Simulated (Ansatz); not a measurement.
# BN: the cost of one run

Computed with Ansatz 0.2.0 (DFT r2SCAN, scalar-relativistic, plane waves, PAW, unless a step's input says otherwise).

2 further runs of the same task are left out: 2 set aside as unsound or not needed. Runs told in other sessions of the task aren't counted.

## Step 1: The system as given

The structure is cubic, space group F-43m (No. 216). The conventional cell has a = 3.610 Å, b = 3.610 Å, c = 3.610 Å, α = 90.00°, β = 90.00°, γ = 90.00°. B (site symmetry -43m) has 4 N at 1.56 Å in its first shell of neighbours. Around N (site symmetry -43m) lie 4 B at 1.56 Å.

Coordinates:

```
CELL_PARAMETERS angstrom
3.60963 0.00000 0.00000
0.00000 -3.60963 0.00000
0.00000 0.00000 -3.60963
ATOMIC_POSITIONS crystal
B 0.00000 0.00000 0.00000
B 0.50000 0.50000 0.00000
B 0.50000 0.00000 0.50000
B 0.00000 0.50000 0.50000
N 0.75000 0.75000 0.75000
N 0.25000 0.25000 0.75000
N 0.25000 0.75000 0.25000
N 0.75000 0.25000 0.25000
```

It goes back to an entry of the Materials Project.

It is built from the cell relaxed beforehand with the same method (5.88 Å³/atom).

## Step 2: The reference cell

The cell is repeated 4 times, 8 atoms in all. Reference values: F = -2176.0265 eV; pressure 0.04 GPa; largest force 0.000 eV/Å; gap on the mesh 5.00 eV. It was computed beforehand with the settings of the runs below.

## Step 3: Setting up moving one atom along a line

Atom 5 (N) is moved by x along the Cartesian unit vector (0.000, 1.000, 0.000); the cell and all other atoms stay fixed. Forces below are components along that vector, summed over the moved atoms. In a periodic cell its images move with it.

## Step 4: At x = -0.100 Å

input.yaml reads:

```yaml
crystal:
  lattice:
    - [3.6096275117, 0.0, 0.0]
    - [0.0, -3.6096275117, 0.0]
    - [0.0, 0.0, -3.6096275117]
  atoms:
    - { symbol: B, position: [0.0, 0.0, 0.0] }
    - { symbol: B, position: [0.5, 0.5, 0.0] }
    - { symbol: B, position: [0.5, 0.0, 0.5] }
    - { symbol: B, position: [0.0, 0.5, 0.5] }
    - { symbol: "N", position: [0.75, 0.7777036896, 0.75] }
    - { symbol: "N", position: [0.25, 0.25, 0.75] }
    - { symbol: "N", position: [0.25, 0.75, 0.25] }
    - { symbol: "N", position: [0.75, 0.25, 0.25] }
basis:
  ecutwfc: 500
kpoints:
  mp_grid: { grid: [6, 6, 6] }
hamiltonian:
  xc: r2scan
scf:
  occupations: { method: gaussian, width: 0.05 }
output:
  forces: true
  stress: true
  eigenvalues: true
```

Run with:

```bash
ansatz run input.yaml --threads 1 --pin off --max-ram 2560MiB --backend cpu --events-out ev --progress --plain --runs-dir out
```

**Question.** How long does this run take on 1 thread of Intel Xeon 6975P-C (Granite Rapids), shared host, and how much memory does it need?

About 6 s, with a peak of 0.49 GiB.
